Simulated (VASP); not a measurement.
# Settings for Zr: self-consistent run

Zr, Im-3m (no. 229), 1 atom in the cell. PBE, spin-orbit coupling; PAW potentials Zr_sv (PBE set). VASP 6.6.1.

Wanted: energy within 0.2 meV/atom; Fermi level within 0.005 eV.

What the run is for: comparing ways to start; Accuracy asked: tight.

POSCAR:
```
Zr
1.0
   -1.8100000000      1.8100000000      1.8100000000
    1.8100000000     -1.8100000000      1.8100000000
    1.8100000000      1.8100000000     -1.8100000000
Zr
1
Direct
    0.0000000000      0.0000000000      0.0000000000
```

## How the run starts (with a second run first, the time holds both)

| How the run starts (with a second run first, the time holds both) | Energy less reference (meV/atom) | Fermi level (eV) | Time (s) |
|---|---|---|---|
| from scratch: 12 SCF iterations | 0.00 | 8.5376 | 42 |
| density without spin-orbit coupling (CHGCAR): 11 + 7 SCF iterations | 0.00 | 8.5378 | 36 |

Chosen: from scratch: 12 SCF iterations; no other choice that stays within half of the tolerance saves 30 % of the time.

The chosen settings are those of the reference run.

## The input

INCAR:
```
GGA = PE ; LSORBIT = T
MAGMOM = 0 0 0 ; LORBIT = 11
ISMEAR = 1 ; SIGMA = 0.1
LWAVE = F ; LCHARG = F
ISIF = 2 ; PREC = Accurate
LASPH = T ; LREAL = F
ALGO = Normal ; EDIFF = 1E-6
NELM = 200 ; GGA_COMPAT = F
ENCUT = 400 ; LMAXMIX = 4
```

KPOINTS:
```
k-points
0
Gamma
  13 13 13
```

Commands:
```
cat potpaw_PBE.64/Zr_sv/POTCAR > POTCAR
mpirun -np 1 vasp_ncl > vasp.out
```

The chosen input took VASP 6.6.1 42 s on 1 core (Intel Xeon Platinum 8259CL @ 2.50GHz (Skylake/Cascade Lake)), a shared host.

## An input that fails: restart asked without its files

VASP's message: ERROR: charge density could not be read from file CHGCAR for ICHARG>10.

Changes against the starting input:
```
- NELM = 200
+ NELM = 60
+ ICHARG = 11
```
